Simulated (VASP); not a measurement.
# Sn: single point with PBE

The system is Sn.

```xyz
2
Lattice="0.0000 3.1645 3.2456 3.3267 0.0000 3.2456 3.3267 3.1645 0.0000" Properties=species:S:1:pos:R:3 pbc="T T T"
Sn    3.3267    3.1645    3.2456
Sn    4.9901    4.7467    4.8684
```

The cell isn't the ideal one: strain +0.0250 x Voigt [1, -1, 0, 0, 0, 0], atoms carried along.

```json
{
  "Program": "VASP 6.6.1",
  "Task": "single point",
  "Functional": "PBE",
  "Potentials or basis": "VASP PAW PBE potentials, release 64 (Sn_d)",
  "Cutoff": "520 eV",
  "k mesh": "12 × 12 × 12",
  "Occupations": "gaussian, width 0.15 eV",
  "Spin": "no spin polarisation",
  "Dipole correction": "no",
  "Further INCAR settings": "ALGO = Fast; EDIFF = 1e-06; NBANDS = 21"
}
```

```yaml
Pressure: 3.2 GPa
Band_gap_on_the_k_mesh: none (metal or under the smearing width)
```

Stress tensor (GPa, compression positive):
```
2.41 0.00 0.00
0.00 3.85 0.00
0.00 0.00 3.22
```

Levels at points of the mesh, in eV from the Fermi level:
| k point | band 10 | band 11 | band 12 | band 13 | band 14 | band 15 | band 16 | band 17 | band 18 | band 19 |
| --- | --- | --- | --- | --- | --- | --- | --- | --- | --- | --- |
| (0.00, 0.00, 0.00) | -21.33 | -10.63 | -0.68 | -0.12 | 0.06 | 0.22 | 2.03 | 2.14 | 2.24 | 4.99 |
| (0.50, 0.00, 0.00) | -21.28 | -9.01 | -6.32 | -1.30 | -0.99 | -0.06 | 3.12 | 3.31 | 5.63 | 8.33 |
| (0.50, 0.50, 0.00) | -21.27 | -7.54 | -7.54 | -2.48 | -2.48 | 0.79 | 0.79 | 7.58 | 7.58 | 9.11 |
| (0.50, 0.00, 0.50) | -21.28 | -7.45 | -7.45 | -2.62 | -2.62 | 0.64 | 0.64 | 7.69 | 7.69 | 9.29 |
| (0.00, 0.50, 0.50) | -21.26 | -7.63 | -7.63 | -2.35 | -2.35 | 0.95 | 0.95 | 7.63 | 7.63 | 9.15 |

Wall time 6.1 min on 1 thread of Intel(R) Xeon(R) Platinum 8375C CPU @ 2.90GHz (Ice Lake) (shared host), peak memory 0.43 GiB.
